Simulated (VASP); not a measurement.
Runs of VASP 6.6.1 on SnO2 (Cassiterite). Symmetry: P4_2/mnm, No. 136, tetragonal system. The conventional cell has a = 4.738 Å, b = 4.738 Å, c = 3.187 Å, α = 90.00°, β = 90.00°, γ = 90.00°. Sn (site symmetry mmm) has 6 O at 2.05 to 2.06 Å as nearest neighbours. Around O (site symmetry m2m) lie 3 Sn at 2.05 to 2.06 Å. 

```tsv
task	level	cell	cutoff (eV)	smearing	gap on the mesh (eV)	pressure (GPa)	relaxed volume (Å³/atom)	largest force (eV/Å)
single point	PBE	as given	520	gaussian 0.014 eV	1.27	11.8	-	0.29
relaxation of cell and atoms	BLYP+D4	relaxed	600	fermi-dirac 0.05 eV	0.75	0.1	(a)	0.01
relaxation of cell and atoms	BLYP+D3	relaxed	600	fermi-dirac 0.05 eV	(b)	0.0	12.68	-
relaxation of cell and atoms	BLYP+D3(BJ)	relaxed	600	fermi-dirac 0.05 eV	0.73	0.0	(c)	-
```

Alike in all rows: potentials or basis VASP PAW PBE potentials, release 64 (Sn_d, O); no spin polarisation; k mesh 6 × 6 × 8.

Question: Fill in the values left out.

Answer: (a) 12.51; (b) 0.63; (c) 12.53.

Caveats: spin-orbit coupling is left out, which moves the levels of the heavy elements; the PAW data sets were made with another functional, which shifts forces and pressure a little (some runs).

A k mesh can miss the band edges, and the runs leave out spin-orbit coupling on Sn.
